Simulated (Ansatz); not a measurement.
# O vacancy in SiO2, calculated

Computed with the plane-wave PAW code Ansatz (scalar-relativistic, PAW set soft_2): PBE, collinear spin, 420 eV cutoff, k-mesh 2×2×2 shifted by half a step.

The relaxed host crystal (Kohn–Sham gap 5.74 eV over the whole zone):

```cif
data_structure
_symmetry_space_group_name_H-M 'P 1'
_symmetry_Int_Tables_number 1
_cell_length_a 5.1203
_cell_length_b 5.1203
_cell_length_c 5.1203
_cell_angle_alpha 121.211
_cell_angle_beta 121.211
_cell_angle_gamma 87.915
_cell_volume 93.12
loop_
_atom_site_label
_atom_site_type_symbol
_atom_site_fract_x
_atom_site_fract_y
_atom_site_fract_z
_atom_site_occupancy
Si1 Si 0.00000 0.00000 0.00000 1
Si2 Si 0.75000 0.25000 0.50000 1
O1 O 0.37500 0.21748 0.34248 1
O2 O 0.96748 0.62500 0.84248 1
O3 O 0.78252 0.12500 0.15752 1
O4 O 0.87500 0.03252 0.65752 1
```

Supercell of 24 atoms, rows of the matrix [[1,-1,0],[1,1,2],[-1,-1,0]] times the cell vectors; O vacancy at (0.375, 0.217, 0.342) in fractions of the cell above. Atoms are relaxed at the host's cell, from a start shaken by 0.03 Å near the defect; charged cells sit in a uniform background.

Question: How does the lattice relax around the defect, and where do the electrons go?

Answer: Distances from the empty O site (Å), by shell of the perfect crystal:

```csv
shell,perfect crystal,charge +2,charge +1,charge 0
2 Si,1.63,2.17,1.67,1.39
6 O,2.66 (2.64 to 2.68),2.64 (2.38 to 2.77),2.55 (2.24 to 2.75),2.48 (2.16 to 2.72)
```

```
charge  moment of the cell (μB)  gap of the cell on the mesh (eV)           carriers
    +2                     0.00                              4.73  none in the bands
    +1                     1.00                              1.24  none in the bands
     0                     0.00                              5.67  none in the bands
```

On this mesh the host's own supercell has a gap of 6.68 eV.

Formation energy of the neutral defect: 5.23 eV, taking atoms from and to the elements' standard states (no corrections for gases), so it belongs to those chemical potentials alone.

Caveats: at charge +2: net starting moment lost; at charge 0: net starting moment lost; semilocal functionals make gaps too small, which shifts levels too; small supercell, so energies and levels can be off by tenths of an eV; one random start near the defect, so other minima are possible.
